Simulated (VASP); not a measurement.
## EuO under changes of volume

One of the cells (17.354 Å³/atom); the others are scaled copies at fixed shape and fractional positions:

```
Eu O
1.0
     0.00000    2.58898    2.58898
     2.58898    0.00000    2.58898
     2.58898    2.58898    0.00000
Eu O
1 1
Cartesian
  0.0000 0.0000 0.0000
  2.5890 2.5890 2.5890
```

```yaml
Program: VASP 6.6.1
Functional: PBEsol
Potentials_or_basis: VASP PAW PBE potentials, release 64 (Eu, O)
Cutoff: 520 eV
k_mesh: 9 × 9 × 9
Occupations: fermi-dirac, width 0.05 eV
Spin: collinear spin, ferromagnetic start
Starting_moments: "[7.0, 0.0] μB"
```

```tsv
volume (Å³/atom)	energy over the lowest point (meV/atom)	pressure (GPa)	moment (μB per cell)
15.992	0.00	-4.7	6.91
16.333	11.33	-6.5	6.93
16.673	?	?	?
17.354	65.54	-10.7	6.97
17.694	89.04	-11.8	6.98
18.034	114.73	-12.7	6.98
```

Q: What does the run at 16.673 Å³/atom give?

A: Energy over the lowest point 26.25 meV/atom; pressure -8.1 GPa; moment 6.95 μB per cell.

Worked out: A Birch-Murnaghan fit of order 3 (a polynomial in V^(-2/3)) to the other rows has no minimum within the range. It gives 26.29 meV/atom at 16.673 Å³/atom, against the run's 26.25, and -dE/dV = -7.8 GPa, against -8.1. A parabola through the other rows of the moment, of slope 0.0451 μB per Å³/atom there, gives 6.95 μB, against the run's 6.95.

Energies are extrapolated to zero smearing.

Caveats: the PAW data sets were made with another functional, which shifts forces and pressure a little; a cell with one magnetic atom can't hold antiferromagnetic order, which such compounds often take; without U or exact exchange the open f shell lies at the Fermi level, which spoils levels, moments and volumes.
